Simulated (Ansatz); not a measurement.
Input of an Ansatz 0.2.0 run:

input.yaml

```yaml
crystal:
  lattice:
    - [3.017482544, 0.0, 0.0]
    - [-1.508741272, 2.6132165386, 0.0]
    - [0.0, 0.0, 7.5746360022]
  atoms:
    - { symbol: Al, position: [0.0, 0.0, 0.722049] }
    - { symbol: Al, position: [0.0, 0.0, 0.277951] }
    - { symbol: O, position: [0.0, 0.0, 0.5] }
    - { symbol: O, position: [0.6666666667, 0.3333333333, 0.800546] }
    - { symbol: O, position: [0.3333333333, 0.6666666667, 0.199454] }
hamiltonian:
  xc: pbesol
  pseudopotentials: { kind: paw }
kpoints:
  mp_grid: { grid: [10, 10, 4] }
  band_path:
    path:
      - [[0.0, 0.0, 0.0], [0.5, 0.0, 0.0], [0.3333333333, 0.3333333333, 0.0], [0.0, 0.0, 0.0], [0.0, 0.0, 0.5], [0.5, 0.0, 0.5], [0.3333333333, 0.3333333333, 0.5], [0.0, 0.0, 0.5]]
      - [[0.5, 0.0, 0.5], [0.5, 0.0, 0.0]]
      - [[0.3333333333, 0.3333333333, 0.0], [0.3333333333, 0.3333333333, 0.5]]
    npoints: 14
scf:
  occupations: { method: fermi_dirac, width: 0.05 }
  n_extra_bands: 12
output:
  forces: true
  stress: true
  eigenvalues: true
  fatbands: false
```

Potentials or basis: Ansatz PAW.

Launch:

```sh
$ ansatz run input.yaml --threads 2 --pin off --max-ram 5632MiB --backend cpu --events-out ev --progress --plain --runs-dir out
```

**Question.** Predict the pressure.

**Answer.** -3.7 GPa.

**Question.** Estimate the band gap on the k mesh.

**Answer.** 2.20 eV, direct.

Stress tensor (GPa, compression positive):
```
-3.99  0.00  0.00
 0.00 -3.99  0.00
 0.00  0.00 -3.20
```

Caveat: the pressure holds a Pulay correction of +0.6 GPa for the finite cutoff; the PAW data sets come from PBE, with cores solved anew for the run's functional, which leaves a small shift of forces and pressure. A hybrid or GW would open this gap; PBEsol tends to underestimate it.
